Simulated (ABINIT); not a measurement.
Runs of ABINIT 10.8.3 (patched build) on BeTe. The structure is cubic, space group F-43m (No. 216). Conventional cell: a = 5.540 Å, b = 5.540 Å, c = 5.540 Å, α = 90.00°, β = 90.00°, γ = 90.00°. Around Te (site symmetry -43m) lie 4 Be at 2.40 Å. Around Be (site symmetry -43m) lie 4 Te at 2.40 Å. 

| task | level | spin | dispersion computed by | gap on the mesh (eV) | pressure (GPa) | V0 of scaled cells (Å³/atom) | B0 (GPa) |
| --- | --- | --- | --- | --- | --- | --- | --- |
| equation of state | BP86+D2 | off | - | - | - | 22.23 | 71 |
| band structure | RPBE | SOC, no magnetisation | - | 1.64 | 6.1 | - | - |
| equation of state | revPBE+D4 | off | dftd4 4.3.1 | - | - | (b) | 64 |
| band structure | BP86 | SOC, no magnetisation | - | 1.63 | (a) | - | - |
| band structure | rPW86PBE | SOC, no magnetisation | - | 1.66 | 6.8 | - | - |

Alike in all rows: potentials or basis JTH PAW PBE v2.0; cell as given; k mesh 8 × 8 × 8; cutoff (eV) 517; smearing fermi-dirac 0.05 eV.

Question: Fill in the values left out.

Answer: (a) 5.2; (b) 21.72.

Caveats: the PAW data sets were made with another functional, which shifts forces and pressure a little; pressures at fixed basis lie under the slope of the energies (some runs).

A k mesh can miss the band edges, and rows without SOC leave out spin-orbit coupling on Te.
